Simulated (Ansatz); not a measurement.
Crystal: CdS.

```xyz
2
Lattice="4.2612 0.0000 0.0000 -2.1306 3.6903 0.0000 0.0000 0.0000 5.8042" Properties=species:S:1:pos:R:3 pbc="T T T"
Cd    0.0000    0.0000    2.5695
S     2.1306    1.2301    2.5208
```

Measurements of this composition are mostly on another form, of space group No. 186.

* Program: Ansatz 0.2.0
* Task: relaxation of cell and atoms
* Functional: revPBE
* Dispersion: D3(BJ)
* Potentials or basis: Ansatz PAW
* Cutoff: 420 eV (not typed: the program's choice for these potentials)
* k mesh: 7 × 7 × 5
* Occupations: fermi-dirac, width 0.05 eV
* Spin: no spin polarisation

At the start: volume 45.64 Å³/atom.

Problem. Where does the relaxation end?

Solution. It ends after 20 steps and the volume is 20.29 Å³/atom (-55.5 %); space group P-6m2 (No. 187, to 0.05 Å).

Step by step:
```tsv
step	energy change (eV)	largest force (eV/Å)	volume (Å³)
1	0.0000	0.0006	91.27
2	-0.0070	0.0043	89.12
3	-0.0250	0.0115	83.85
4	-0.0472	0.0178	79.07
5	-0.0744	0.0240	74.60
6	-0.1060	0.0283	70.69
7	-0.1361	0.0422	66.27
8	-0.1590	0.0701	61.73
9	-0.1715	0.1455	57.07
10	-0.2089	0.0816	56.77
11	-0.2405	0.0387	54.96
12	-0.2778	0.0855	49.88
13	-0.3254	0.2626	45.46
14	-0.4104	0.2158	43.61
15	-0.4374	0.1695	38.86
16	-0.4444	0.2695	40.51
17	-0.4832	0.0192	40.36
18	-0.4841	0.0033	40.61
19	-0.4841	0.0005	40.57
20	-0.4811	0.0005	40.57
```

Final structure:
```cif
data_structure
_symmetry_space_group_name_H-M 'P 1'
_symmetry_Int_Tables_number 1
_cell_length_a 3.7016
_cell_length_b 3.7016
_cell_length_c 3.4190
_cell_angle_alpha 90.000
_cell_angle_beta 90.000
_cell_angle_gamma 120.000
_cell_volume 40.57
loop_
_atom_site_label
_atom_site_type_symbol
_atom_site_fract_x
_atom_site_fract_y
_atom_site_fract_z
_atom_site_occupancy
Cd1 Cd 0.00000 0.00000 0.68854 1
S1 S 0.66667 0.33333 0.18846 1
```

Caveat: the volume moved by over 15 % at a fixed basis, so the end points are rough; the plane-wave basis is chosen anew once the cell has moved, so the energies of steps on either side of that aren't comparable; pairwise dispersion overbinds metals, which lowers pressure and volume; the PAW data sets come from PBE, with cores solved anew for the run's functional, which leaves a small shift of forces and pressure.
